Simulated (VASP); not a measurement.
# ZrC (Fm-3m) in VASP: phonons with PBE

Aim: the phonons of ZrC with PBE.

Program: VASP 6.6.1. These are calculated values, not measurements. Logs are shortened: lines on timing, memory, paths and dates and some standing lists are left out, and cuts for length are marked.

## 1. Starting point

The structure is cubic, space group Fm-3m (No. 225). The conventional cell has a = 4.709 Å, b = 4.709 Å, c = 4.709 Å, α = 90.00°, β = 90.00°, γ = 90.00°. Zr (site symmetry m-3m) has 6 C at 2.35 Å as nearest neighbours. Around C (site symmetry m-3m) lie 6 Zr at 2.35 Å.

## 2. Phonons, PBE

The input, INCAR:

```
SYSTEM = ZrC
  PREC = Accurate
  ENCUT = 520
  EDIFF = 1E-8
  ISMEAR = -1
  SIGMA = 0.15
  LREAL = .False.
  LASPH = .True.
  NELM = 100
  ALGO = Normal
  ISIF = 2
  LWAVE = .False.
  LCHARG = .True.
  GGA = PE
  IBRION = 8
  NSW = 1
```

The input, KPOINTS:

```
regular mesh
0
Gamma
  16 16 16
  0 0 0
```

The input, POSCAR:

```
ZrC
1.0
    0.0000000000      2.3545050691      2.3545050691
    2.3545050691      0.0000000000      2.3545050691
    2.3545050691      2.3545050691      0.0000000000
Zr C
1 1
Direct
    0.5000000000      0.5000000000      0.5000000000
    0.0000000000      0.0000000000      0.0000000000
```

Potentials or basis: VASP PAW PBE potentials, release 64 (Zr_sv, C).

Run with:

```console
> cat potpaw_PBE.64/Zr_sv/POTCAR potpaw_PBE.64/C/POTCAR > POTCAR
> mpirun -np 1 vasp_std > vasp.out
```

OUTCAR:

```text
SYSTEM = ZrC
   PREC = Accurate
   ENCUT = 520
   EDIFF = 1E-8
   ISMEAR = -1
   LREAL = .False.
   LASPH = .True.
   NELM = 100
   ISIF = 2
   GGA = PE
   IBRION = 8
   NSW = 1

 ion  position               nearest neighbor table
   1  0.500  0.500  0.500-   2 2.35   2 2.35   2 2.35   2 2.35   2 2.35   2 2.35
   2  0.000  0.000  0.000-   1 2.35   1 2.35   1 2.35   1 2.35   1 2.35   1 2.35

  LATTYP: Found a face centered cubic cell.
 ALAT       =     4.7090101382

  Lattice vectors:

 A1 = (   0.0000000000,   2.3545050691,   2.3545050691)
 A2 = (   2.3545050691,   0.0000000000,   2.3545050691)
 A3 = (   2.3545050691,   2.3545050691,   0.0000000000)

Analysis of symmetry for initial positions (statically):
=====================================================================
 Subroutine PRICEL returns:
 Original cell was already a primitive cell.

 Routine SETGRP: Setting up the symmetry group for a
 face centered cubic supercell.

 Subroutine GETGRP returns: Found 48 space group operations
 (whereof 48 operations were pure point group operations)
 out of a pool of 48 trial point group operations.

The static configuration has the point symmetry O_h .

Analysis of symmetry for dynamics (positions and initial velocities):
=====================================================================
 Subroutine PRICEL returns:
 Original cell was already a primitive cell.

 Routine SETGRP: Setting up the symmetry group for a
 face centered cubic supercell.

 Subroutine GETGRP returns: Found 48 space group operations
 (whereof 48 operations were pure point group operations)
 out of a pool of 48 trial point group operations.

The dynamic configuration has the point symmetry O_h .

 Subroutine INISYM returns: Found 48 space group operations
 (whereof 48 operations are pure point group operations),
 and found     1 'primitive' translations

----------------------------------------------------------------------------------------

                                     Primitive cell

  volume of cell :      26.1053

  direct lattice vectors                    reciprocal lattice vectors
     0.000000000  2.354505069  2.354505069    -0.212358855  0.212358855  0.212358855
     2.354505069  0.000000000  2.354505069     0.212358855 -0.212358855  0.212358855
     2.354505069  2.354505069  0.000000000     0.212358855  0.212358855 -0.212358855

  length of vectors
     3.329773001  3.329773001  3.329773001     0.367816326  0.367816326  0.367816326

  position of ions in fractional coordinates (direct lattice)
     0.500000000  0.500000000  0.500000000
     0.000000000  0.000000000  0.000000000

  ion indices of the primitive-cell ions
   primitive index   ion index
                 1           1
                 2           2

----------------------------------------------------------------------------------------

 KPOINTS: regular mesh

Automatic generation of k-mesh.
 Grid dimensions read from file:
 generate k-points for:   16   16   16

 Generating k-lattice:

  Cartesian coordinates                     Fractional coordinates (reciprocal lattice)
    -0.013272428  0.013272428  0.013272428     0.062500000  0.000000000  0.000000000
     0.013272428 -0.013272428  0.013272428     0.000000000  0.062500000  0.000000000
     0.013272428  0.013272428 -0.013272428     0.000000000  0.000000000  0.062500000

  Length of vectors
     0.022988520  0.022988520  0.022988520

  Shift w.r.t. Gamma in fractional coordinates (k-lattice)
     0.000000000  0.000000000  0.000000000

 Subroutine IBZKPT returns following result:
 ===========================================

[... 86 lines left out ...]

 number of electron      16.0000000 magnetization

 Free energy of the ion-electron system (eV)
  ---------------------------------------------------
  ext. energy  EPLUGINS =         0.00000000
  ---------------------------------------------------
  free energy    TOTEN  =       -19.47350299 eV

  energy without entropy =      -19.44861774  energy(sigma->0) =      -19.46106036

 E-fermi :   9.5549     XC(G=0): -12.1065

 val. band max:        9.5392732409   @ k =   0.4375   0.4375   0.0000
 cond. band min:       9.5941182421   @ k =   0.4375   0.3750   0.0000
 fundamental gap:      0.0548450012
 Fermi energy:         9.5549280828

 k-point     1 :       0.0000    0.0000    0.0000
  band No.  band energies     occupation
      1     -38.5756      2.00000
      2     -16.2897      2.00000
      3     -16.2897      2.00000
      4     -16.2897      2.00000
      5      -1.7390      2.00000
      6      10.4809      0.00416
      7      10.4809      0.00416
      8      10.4809      0.00416
      9      10.6423      0.00142
     10      10.6423      0.00142
     11      10.6423      0.00142
     12      12.3466      0.00000
[... 331 lines left out ...]
 k-point    24 :      -0.0625    0.0625    0.0000
  band No.  band energies     occupation
      1     -38.5658      2.00000
      2     -16.3713      2.00000
      3     -16.3113      2.00000
      4     -16.2913      2.00000
      5      -1.5079      2.00000
      6       9.1599      1.86599
      7       9.3722      1.54340
      8       9.5179      1.12292
      9      10.7844      0.00055
     10      11.4018      0.00001
     11      11.4841      0.00001
     12      12.9659      0.00000

 [... further k-points ...]

------------------------ aborting loop because EDIFF is reached ----------------------------------------

  FORCE on cell =-STRESS in cart. coord.  units (eV):
  Direction    XX          YY          ZZ          XY          YZ          ZX
  --------------------------------------------------------------------------------------
  -------------------------------------------------------------------------------------
  Total        0.0403525      0.0403525      0.0403525      0.0000000      0.0000000      0.0000000
  in kB        2.4765806      2.4765806      2.4765806      0.0000000      0.0000000      0.0000000
  external PRESSURE =       2.4765806 kB  Pullay stress =       0.0000000 kB

 VOLUME and BASIS-vectors are now :
 -----------------------------------------------------------------------------
  energy-cutoff  :      520.00
  volume of cell :       26.11
      direct lattice vectors                 reciprocal lattice vectors
     0.000000000  2.354505069  2.354505069    -0.212358855  0.212358855  0.212358855
     2.354505069  0.000000000  2.354505069     0.212358855 -0.212358855  0.212358855
     2.354505069  2.354505069  0.000000000     0.212358855  0.212358855 -0.212358855

 POSITION                                       TOTAL-FORCE (eV/Angst)
 -----------------------------------------------------------------------------------
      2.35451      2.35451      2.35451        -0.000000      0.000000     -0.000000
      0.00000      0.00000      0.00000         0.000000      0.000000      0.000000
 -----------------------------------------------------------------------------------
    total drift:                                0.000000      0.000000      0.000000

  FREE ENERGIE OF THE ION-ELECTRON SYSTEM (eV)
  ---------------------------------------------------
  free  energy   TOTEN  =       -19.4735029912 eV

  energy  without entropy=      -19.4486177372  energy(sigma->0) =      -19.46106036

[... ionic steps 2 to 3 ...]

--------------------------------------- Ionic step        4  -------------------------------------------

------------------------ aborting loop because EDIFF is reached ----------------------------------------

[... ionic steps 5 to 6 ...]

--------------------------------------- Ionic step        7  -------------------------------------------

 Free energy of the ion-electron system (eV)
  ---------------------------------------------------
  ---------------------------------------------------
  free energy    TOTEN  =        -0.11930906 eV

  energy without entropy =       -0.11930906

------------------------ aborting loop because EDIFF is reached ----------------------------------------

 INTERNAL STRAIN TENSOR  FOR ION    2  DIRECTION 1   (eV/Angst):
 -----------------------------------------------------------------------------
     0.00457 -0.00000  0.00000
     0.00000 -0.00315  0.00000
     0.00000  0.00000 -0.00315

 INTERNAL STRAIN TENSOR FOR ION    2 for displacements in x,y,z  (eV/Angst):
          X           Y           Z          XY          YZ          ZX
  --------------------------------------------------------------------------------
  x     0.00000     0.00000     0.00000     0.00000     0.00000     0.00000
  y     0.00000     0.00000     0.00000     0.00000     0.00000     0.00000
  z     0.00000     0.00000     0.00000     0.00000     0.00000     0.00000

 SECOND DERIVATIVES (NOT SYMMETRIZED)
 ------------------------------------
               1X          1Y          1Z          2X          2Y          2Z
  1X    -6.958489    0.000000    0.000000    6.958489    0.000000    0.000000
  1Y     0.000000   -6.958489    0.000000    0.000000    6.958489    0.000000
  1Z     0.000000    0.000000   -6.958489    0.000000    0.000000    6.958489
  2X     6.923520    0.000000    0.000000   -6.923520    0.000000    0.000000
  2Y     0.000000    6.923520    0.000000    0.000000   -6.923520    0.000000
  2Z     0.000000    0.000000    6.923520    0.000000    0.000000   -6.923520

 Eigenvectors and eigenvalues of the dynamical matrix
 ----------------------------------------------------

   1 f  =   12.630230 THz    79.358076 2PiTHz  421.299128 cm-1    52.234411 meV
             X         Y         Z           dx          dy          dz
      2.354505  2.354505  2.354505     0.000000    0.341856    0.000000
      0.000000  0.000000  0.000000     0.000000   -0.939752    0.000000
[... 21 lines left out ...]
   6 f/i=    0.010221 THz     0.064220 2PiTHz    0.340934 cm-1     0.042270 meV
             X         Y         Z           dx          dy          dz
      2.354505  2.354505  2.354505     0.000000    0.000000    0.939752
      0.000000  0.000000  0.000000     0.000000    0.000000    0.341856

--------------------------------------------------------------------------------------------------------

 ELASTIC MODULI CONTR FROM IONIC RELAXATION (kBar)
 Direction    XX          YY          ZZ          XY          YZ          ZX
 --------------------------------------------------------------------------------
 XX           0.0000      0.0000      0.0000      0.0000      0.0000      0.0000
 YY           0.0000      0.0000      0.0000      0.0000      0.0000      0.0000
 ZZ           0.0000      0.0000      0.0000      0.0000      0.0000      0.0000
 XY           0.0000      0.0000      0.0000      0.0000      0.0000      0.0000
 YZ           0.0000      0.0000      0.0000      0.0000      0.0000      0.0000
 ZX           0.0000      0.0000      0.0000      0.0000      0.0000      0.0000
 --------------------------------------------------------------------------------
```

Run time: 6.7 min. Hardware: 1 thread of Intel Xeon 6975P-C (Granite Rapids), shared host; peak memory 0.37 GiB.

Results:

* Highest phonon frequency at Γ, LO-TO splitting left out: 421 cm⁻¹

Phonon frequencies in cm⁻¹ (negative: imaginary):
| q point | frequencies |
| --- | --- |
| (0.000, 0.000, 0.000) | 0 0 0 421 421 421 |
